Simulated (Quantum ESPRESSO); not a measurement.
A run of Quantum ESPRESSO 7.5:

Contents of pw.in:

```
&CONTROL
  calculation = 'scf'
  prefix = 'pwscf'
  outdir = './tmp'
  pseudo_dir = './pseudo'
  tprnfor = .true.
  tstress = .true.
  disk_io = 'low'
/
&SYSTEM
  ibrav = 0
  nat = 2
  ntyp = 2
  ecutwfc = 45
  ecutrho = 360
  nbnd = 22
  occupations = 'smearing'
  smearing = 'fd'
  degauss = 0.00367493
  nspin = 2
  starting_magnetization(1) = 0.0556
  starting_magnetization(2) = 0
/
&ELECTRONS
  conv_thr = 4d-10
  electron_maxstep = 120
  mixing_beta = 0.3
/
ATOMIC_SPECIES
Ni    58.6934 ni_lda_v1.4.uspp.F.UPF
O     15.9990 o_lda_v1.2.uspp.F.UPF
CELL_PARAMETERS bohr
   4.7330371157    0.0000000000    0.0000000000
   0.0000000000    4.7330371157    0.0000000000
   0.0000000000    0.0000000000    4.7330371157
ATOMIC_POSITIONS bohr
Ni     0.0000000000    0.0000000000    0.0000000000
O      2.3665185579    2.3665185579    2.3665185579
K_POINTS automatic
4 4 4 1 1 1
```

relax.in

```
&CONTROL
  calculation = 'vc-relax'
  prefix = 'pwscf'
  outdir = './tmp'
  pseudo_dir = './pseudo'
  tprnfor = .true.
  tstress = .true.
  disk_io = 'low'
  nstep = 40
  forc_conv_thr = 0.0001
  etot_conv_thr = 1d-06
/
&SYSTEM
  ibrav = 0
  nat = 2
  ntyp = 2
  ecutwfc = 45
  ecutrho = 360
  nbnd = 22
  occupations = 'smearing'
  smearing = 'fd'
  degauss = 0.00367493
  nspin = 2
  starting_magnetization(1) = 0.0556
  starting_magnetization(2) = 0
/
&ELECTRONS
  conv_thr = 4d-10
  electron_maxstep = 120
  mixing_beta = 0.3
/
&IONS
  ion_dynamics = 'bfgs'
/
&CELL
  cell_dynamics = 'bfgs'
  press = 0
  press_conv_thr = 0.2
/
ATOMIC_SPECIES
Ni    58.6934 ni_lda_v1.4.uspp.F.UPF
O     15.9990 o_lda_v1.2.uspp.F.UPF
CELL_PARAMETERS bohr
   4.7330371157    0.0000000000    0.0000000000
   0.0000000000    4.7330371157    0.0000000000
   0.0000000000    0.0000000000    4.7330371157
ATOMIC_POSITIONS bohr
Ni     0.0000000000    0.0000000000    0.0000000000
O      2.3665185579    2.3665185579    2.3665185579
K_POINTS automatic
4 4 4 1 1 1
```

Contents of scf2.in:

```
&CONTROL
  calculation = 'scf'
  prefix = 'pwscf'
  outdir = './tmp'
  pseudo_dir = './pseudo'
  tprnfor = .true.
  tstress = .true.
  disk_io = 'low'
/
&SYSTEM
  ibrav = 0
  nat = 2
  ntyp = 2
  ecutwfc = 45
  ecutrho = 360
  nbnd = 22
  occupations = 'smearing'
  smearing = 'fd'
  degauss = 0.00367493
  nspin = 2
  starting_magnetization(1) = 0.0556
  starting_magnetization(2) = 0
/
&ELECTRONS
  conv_thr = 1d-13
  electron_maxstep = 120
  mixing_beta = 0.3
  startingpot = 'file'
  startingwfc = 'file'
/
ATOMIC_SPECIES
Ni    58.6934 ni_lda_v1.4.uspp.F.UPF
O     15.9990 o_lda_v1.2.uspp.F.UPF
CELL_PARAMETERS bohr
   4.7432482174    0.0000000000    0.0000000000
   0.0000000000    4.7432482174    0.0000000000
   0.0000000000    0.0000000000    4.7432482174
ATOMIC_POSITIONS bohr
Ni     0.0000000000    0.0000000000    0.0000000000
O      2.3716241087    2.3716241087    2.3716241087
K_POINTS automatic
4 4 4 1 1 1
```

File ph.in:

```
phonon_bands of NiO
&INPUTPH
  prefix = 'pwscf'
  outdir = './tmp'
  tr2_ph = 1d-18
  fildyn = 'dyn'
  niter_ph = 90
  alpha_mix(1) = 0.4
  ldisp = .true.
  nq1 = 2
  nq2 = 2
  nq3 = 2
/
```

q2r.in

```
&INPUT
  fildyn = 'dyn'
  zasr = 'crystal'
  flfrc = 'fc'
/
```

matdyn.in

```
&INPUT
  asr = 'crystal'
  flfrc = 'fc'
  flfrq = 'freq'
  q_in_cryst_coord = .true.
  flvec = ' '
/
80
 0.0000000000  0.0000000000  0.0000000000
 0.0000000000  0.0500000000  0.0000000000
 0.0000000000  0.1000000000  0.0000000000
 0.0000000000  0.1500000000  0.0000000000
 0.0000000000  0.2000000000  0.0000000000
 0.0000000000  0.2500000000  0.0000000000
 0.0000000000  0.3000000000  0.0000000000
 0.0000000000  0.3500000000  0.0000000000
 0.0000000000  0.4000000000  0.0000000000
 0.0000000000  0.4500000000  0.0000000000
 0.0000000000  0.5000000000  0.0000000000
 0.0500000000  0.5000000000  0.0000000000
 0.1000000000  0.5000000000  0.0000000000
 0.1500000000  0.5000000000  0.0000000000
 0.2000000000  0.5000000000  0.0000000000
 0.2500000000  0.5000000000  0.0000000000
 0.3000000000  0.5000000000  0.0000000000
 0.3500000000  0.5000000000  0.0000000000
 0.4000000000  0.5000000000  0.0000000000
 0.4500000000  0.5000000000  0.0000000000
 0.5000000000  0.5000000000  0.0000000000
 0.4642857143  0.4642857143  0.0000000000
 0.4285714286  0.4285714286  0.0000000000
 0.3928571429  0.3928571429  0.0000000000
 0.3571428571  0.3571428571  0.0000000000
 0.3214285714  0.3214285714  0.0000000000
 0.2857142857  0.2857142857  0.0000000000
 0.2500000000  0.2500000000  0.0000000000
 0.2142857143  0.2142857143  0.0000000000
 0.1785714286  0.1785714286  0.0000000000
 0.1428571429  0.1428571429  0.0000000000
 0.1071428571  0.1071428571  0.0000000000
 0.0714285714  0.0714285714  0.0000000000
 0.0357142857  0.0357142857  0.0000000000
 0.0000000000  0.0000000000  0.0000000000
 0.0277777778  0.0277777778  0.0277777778
 0.0555555556  0.0555555556  0.0555555556
 0.0833333333  0.0833333333  0.0833333333
 0.1111111111  0.1111111111  0.1111111111
 0.1388888889  0.1388888889  0.1388888889
 0.1666666667  0.1666666667  0.1666666667
 0.1944444444  0.1944444444  0.1944444444
 0.2222222222  0.2222222222  0.2222222222
 0.2500000000  0.2500000000  0.2500000000
 0.2777777778  0.2777777778  0.2777777778
 0.3055555556  0.3055555556  0.3055555556
 0.3333333333  0.3333333333  0.3333333333
 0.3611111111  0.3611111111  0.3611111111
 0.3888888889  0.3888888889  0.3888888889
 0.4166666667  0.4166666667  0.4166666667
 0.4444444444  0.4444444444  0.4444444444
 0.4722222222  0.4722222222  0.4722222222
 0.5000000000  0.5000000000  0.5000000000
 0.4666666667  0.5000000000  0.4666666667
 0.4333333333  0.5000000000  0.4333333333
 0.4000000000  0.5000000000  0.4000000000
 0.3666666667  0.5000000000  0.3666666667
 0.3333333333  0.5000000000  0.3333333333
 0.3000000000  0.5000000000  0.3000000000
 0.2666666667  0.5000000000  0.2666666667
 0.2333333333  0.5000000000  0.2333333333
 0.2000000000  0.5000000000  0.2000000000
 0.1666666667  0.5000000000  0.1666666667
 0.1333333333  0.5000000000  0.1333333333
 0.1000000000  0.5000000000  0.1000000000
 0.0666666667  0.5000000000  0.0666666667
 0.0333333333  0.5000000000  0.0333333333
 0.0000000000  0.5000000000  0.0000000000
 0.5000000000  0.5000000000  0.0000000000
 0.5000000000  0.5000000000  0.0454545455
 0.5000000000  0.5000000000  0.0909090909
 0.5000000000  0.5000000000  0.1363636364
 0.5000000000  0.5000000000  0.1818181818
 0.5000000000  0.5000000000  0.2272727273
 0.5000000000  0.5000000000  0.2727272727
 0.5000000000  0.5000000000  0.3181818182
 0.5000000000  0.5000000000  0.3636363636
 0.5000000000  0.5000000000  0.4090909091
 0.5000000000  0.5000000000  0.4545454545
 0.5000000000  0.5000000000  0.5000000000
```

matdyn_dos.in

```
&INPUT
  asr = 'crystal'
  flfrc = 'fc'
  dos = .true.
  fldos = 'phdos'
  nk1 = 8
  nk2 = 8
  nk3 = 8
  deltaE = 1
  flvec = ' '
  flfrq = ' '
/
```

The input matdyn_mesh.in:

```
&INPUT
  asr = 'crystal'
  flfrc = 'fc'
  flfrq = 'mesh'
  q_in_cryst_coord = .true.
  flvec = ' '
/
216
 0.08333333  0.08333333  0.08333333
 0.08333333  0.08333333  0.25000000
 0.08333333  0.08333333  0.41666667
[... 213 further points of the even 6 x 6 x 6 mesh, shifted by half a step ...]
```

Potentials or basis: GBRV 1.5 LDA.

Run with:

```console
$ OMP_NUM_THREADS=1 pw.x -in pw.in > pw.out
$ OMP_NUM_THREADS=1 pw.x -in relax.in > relax.out
$ OMP_NUM_THREADS=1 pw.x -in scf2.in > scf2.out
$ OMP_NUM_THREADS=1 ph.x -in ph.in > ph.out
$ OMP_NUM_THREADS=1 q2r.x -in q2r.in > q2r.out
$ OMP_NUM_THREADS=1 matdyn.x -in matdyn.in > matdyn.out
$ OMP_NUM_THREADS=1 matdyn.x -in matdyn_dos.in > matdyn_dos.out
$ OMP_NUM_THREADS=1 matdyn.x -in matdyn_mesh.in > matdyn_mesh.out
```

Hardware: 1 thread of AMD EPYC 9R45 96-Core Processor (Zen 5), with other jobs on the host.

Q: Estimate the wall time of this run.

A: Wall time 74 s on 1 thread of AMD EPYC 9R45 96-Core Processor (Zen 5) (shared host), peak memory 0.11 GiB. Counts: scf iterations 92, k pools 1, bands 22, ion steps 5, k points 4, g dense 12197.
